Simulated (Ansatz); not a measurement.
## PbSe (Pm-3m), trigonal deformation path

The calculation used DFT PBE+D3(BJ), scalar-relativistic, plane waves, PAW in Ansatz. Settings: plane waves to 420 eV, k-mesh 14×14×14 (Γ-centred), Gaussian smearing 0.15 eV. Spin–orbit coupling is left out, which matters for the heavy elements here. No spin polarisation. Energies are free energies at this smearing, counted from the undisturbed cell; pressure is positive in compression.

The starting cell (as given, not relaxed at this level; it stands at -2.3 GPa; this CsCl-type form isn't the usual structure):

```xyz
2
Lattice="3.7843 0.0000 0.0000 0.0000 3.7843 0.0000 0.0000 0.0000 3.7843" Properties=species:S:1:pos:R:3 pbc="T T T"
Pb    0.0000    0.0000    0.0000
Se    1.8922    1.8922    1.8922
```

At fixed volume and fractional coordinates, lengths along (0.577, 0.577, 0.577) are scaled against those across it; ρ is that ratio over its starting value. At ρ = 2.000 the cell becomes cubic (Fm-3m), and there the slope of the energy vanishes by symmetry.

```csv
ρ,ΔE (meV/atom),pressure (GPa),gap on the mesh (eV)
0.500,3859.5,?,0.00
0.600,1352.4,24.7,0.00
0.710,435.1,7.0,0.00
0.850,52.8,-0.8,0.00
1.000,0.0,-2.3,0.00
1.410,?,?,0.00
2.000,-186.0,3.7,0.08
```

Task: Give the withheld values.

Result: pressure (GPa) at ρ = 0.500: 60.8; ΔE (meV/atom) at ρ = 1.410: -68.9; pressure (GPa) at ρ = 1.410: 0.7.